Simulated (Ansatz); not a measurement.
## Band structure of Cu

```
CELL_PARAMETERS angstrom
0.00000 1.80750 1.80750
1.80750 0.00000 1.80750
1.80750 1.80750 0.00000
ATOMIC_POSITIONS crystal
Cu 0.00000 0.00000 0.00000
```

The cell is COD entry 5000216, as deposited and not checked against the literature; nothing was relaxed.

These are results of DFT, PBE, all-electron LAPW, Dirac equation with spin-orbit coupling in Ansatz 0.2.0, not measurements.

Numerical set-up: a Γ-centred 19×19×19 k mesh, Fermi–Dirac smearing of 0.08 eV, basis error target 0.25 meV/atom, no spin polarisation.

Points in fractions of the reciprocal vectors of this cell: Γ (0, 0, 0), X (0.5, 0, 0.5), U (0.625, 0.25, 0.625), K (0.375, 0.375, 0.75), L (0.5, 0.5, 0.5), W (0.5, 0.25, 0.75). The path joins them by straight lines in the order Γ–X–U–K–Γ–L–W–X; legs that retrace an earlier one aren't tabulated. Energies are in eV from the Fermi level.

Q: Metal or insulator at this level of theory?

A: No gap opens: metallic or semimetallic.

Q: Tabulate bands 16 to 21, counted from the lowest band of the run, along the path.

A: 
| k (1/Å) | point | band 16 | band 17 | band 18 | band 19 | band 20 | band 21 |
| --- | --- | --- | --- | --- | --- | --- | --- |
| 0.00 | Γ | -2.95 | -2.20 | -2.20 | -2.20 | -2.20 | 22.55 |
| 0.35 |  | -2.87 | -2.32 | -2.32 | -2.15 | -2.15 | 21.26 |
| 0.70 |  | -2.56 | -2.51 | -2.51 | -2.02 | -2.02 | 18.47 |
| 1.04 |  | -2.16 | -2.11 | -2.11 | -1.83 | -1.83 | 15.39 |
| 1.39 |  | -1.76 | -1.58 | -1.58 | -0.65 | -0.65 | 10.09 |
| 1.74 | X | -1.57 | -1.41 | -1.41 | 1.39 | 1.39 | 7.05 |
| 1.86 |  | -1.63 | -1.45 | -1.45 | 1.56 | 1.56 | 7.07 |
| 1.98 |  | -1.75 | -1.50 | -1.50 | 2.01 | 2.01 | 7.14 |
| 2.11 |  | -1.85 | -1.55 | -1.55 | 2.64 | 2.64 | 7.25 |
| 2.23 |  | -1.97 | -1.62 | -1.62 | 3.40 | 3.40 | 7.15 |
| 2.35 | U | -2.09 | -1.69 | -1.69 | 4.25 | 4.25 | 5.66 |
| 2.57 |  | -2.19 | -1.67 | -1.67 | 4.45 | 4.45 | 5.16 |
| 2.78 |  | -2.28 | -1.63 | -1.63 | 4.29 | 4.29 | 5.09 |
| 2.99 |  | -2.28 | -1.63 | -1.63 | 4.29 | 4.29 | 5.09 |
| 3.20 |  | -2.19 | -1.67 | -1.67 | 4.45 | 4.45 | 5.16 |
| 3.42 | K | -2.09 | -1.69 | -1.69 | 4.25 | 4.25 | 5.66 |
| 3.79 |  | -2.43 | -1.98 | -1.98 | 1.49 | 1.49 | 7.28 |
| 4.15 |  | -2.58 | -2.32 | -2.32 | -0.92 | -0.92 | 10.92 |
| 4.52 |  | -2.66 | -2.47 | -2.47 | -1.87 | -1.87 | 15.13 |
| 4.89 |  | -2.87 | -2.29 | -2.29 | -2.18 | -2.18 | 19.80 |
| 5.26 | Γ | -2.95 | -2.20 | -2.20 | -2.20 | -2.20 | 22.55 |
| 5.56 |  | -2.91 | -2.24 | -2.24 | -2.21 | -2.21 | 20.00 |
| 5.86 |  | -2.79 | -2.26 | -2.26 | -2.16 | -2.16 | 14.85 |
| 6.16 |  | -2.83 | -2.06 | -2.06 | -1.94 | -1.94 | 10.01 |
| 6.46 |  | -2.34 | -1.79 | -1.79 | -1.70 | -1.70 | 5.89 |
| 6.77 | L | -1.70 | -1.59 | -1.59 | -1.10 | -1.10 | 3.70 |
| 7.01 |  | -2.32 | -1.65 | -1.65 | -0.16 | -0.16 | 3.76 |
| 7.26 |  | -2.72 | -1.69 | -1.69 | 1.24 | 1.24 | 3.99 |
| 7.50 |  | -2.44 | -1.70 | -1.70 | 2.89 | 2.89 | 4.48 |
| 7.75 |  | -2.27 | -1.59 | -1.59 | 4.73 | 4.73 | 5.35 |
| 7.99 | W | -2.26 | -1.50 | -1.50 | 6.07 | 6.07 | 6.18 |
| 8.17 |  | -2.18 | -1.50 | -1.50 | 4.78 | 4.78 | 7.58 |
| 8.34 |  | -2.01 | -1.49 | -1.49 | 3.56 | 3.56 | 7.48 |
| 8.52 |  | -1.83 | -1.49 | -1.49 | 2.51 | 2.51 | 7.23 |
| 8.69 |  | -1.69 | -1.46 | -1.46 | 1.72 | 1.72 | 7.09 |
| 8.86 | X | -1.57 | -1.41 | -1.41 | 1.39 | 1.39 | 7.05 |
